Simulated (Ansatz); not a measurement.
# In under strains and displacements

Theory: Ansatz 0.2.0, DFT PBE, scalar-relativistic, plane waves, PAW.

Plane waves to 420 eV, a k mesh through Γ of 15×15×8 on the computed 2-atom cell and Gaussian smearing (0.10 eV); no spin polarisation.

Reference cell:

```yaml
crystal:
  lattice:
    - [3.33548, 0.00000, 0.00000]
    - [-1.66774, 2.88861, 0.00000]
    - [0.00000, 0.00000, 5.50914]
  atoms:
    - { symbol: In, position: [0.33333, 0.66667, 0.25000] }
    - { symbol: In, position: [0.66667, 0.33333, 0.75000] }
```

Each variant moves atoms of this cell by the vectors given, if any (Å), and then applies a symmetric strain (tensor components, Cartesian axes). The reference cell isn't relaxed at this level. Energies are per atom at zero smearing, counted from the lowest variant. Pressure is positive in compression.

1. strain (xx yy zz yz xz xy, %) -3.66 -3.66 -2.16 0.00 0.00 0.00
2. strain (xx yy zz yz xz xy, %) -4.43 -4.43 1.57 0.00 0.00 0.00
3. strain (xx yy zz yz xz xy, %) -4.18 -4.18 -1.18 0.00 0.00 0.00
4. strain (xx yy zz yz xz xy, %) 6.27 6.27 0.27 0.00 0.00 0.00
5. strain (xx yy zz yz xz xy, %) 2.90 2.90 5.90 0.00 0.00 0.00

```csv
variant,ΔE (meV/atom),P (GPa),space group
1,50.3,6.79,P6_3/mmc
2,39.1,5.51,P6_3/mmc
3,53.3,6.83,P6_3/mmc
4,1.3,-2.19,P6_3/mmc
5,0.0,-2.01,P6_3/mmc
```

This form isn't the element's structure at ambient conditions.